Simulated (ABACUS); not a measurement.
Crystal: Pt.

```
Pt
1.0
    -1.58422    1.58422    1.58422
     1.58422   -1.58422    1.58422
     1.58422    1.58422   -1.58422
Pt
1
Direct
  0.00000 0.00000 0.00000
```

This isn't the form of Pt at room conditions, which is fcc.

Base run:

- Program: ABACUS 3.10.1
- Functional: PBE
- Potentials or basis: PseudoDojo NC SR 0.4.1 PBE standard
- Cutoff: 1361 eV
- Density cutoff: 5442 eV
- Basis: DZP LCAO (the cutoffs set its grid)
- k mesh: 12 × 12 × 12
- Occupations: fermi-dirac, width 0.05 eV
- Spin: no spin polarisation

Its results: band gap on the k mesh none (metal or under the smearing width); pressure -0.3 GPa.

Q: The run is repeated on the same cell with these changes: basis from DZP LCAO (the cutoffs set its grid) to TZDP LCAO (the cutoffs set its grid); orbital files from Pt Pt_confined-atom_7au_3s2p2d1f.orb to Pt Pt_confined-atom_7au_4s3p3d1f.orb. What comes out?

A: Band gap on the k mesh none (metal or under the smearing width); pressure -1.3 GPa.

Caveats: the atomic orbitals were generated for these runs and aren't a published set; the basis of atomic orbitals isn't converged, which shifts pressures, moduli and gaps.
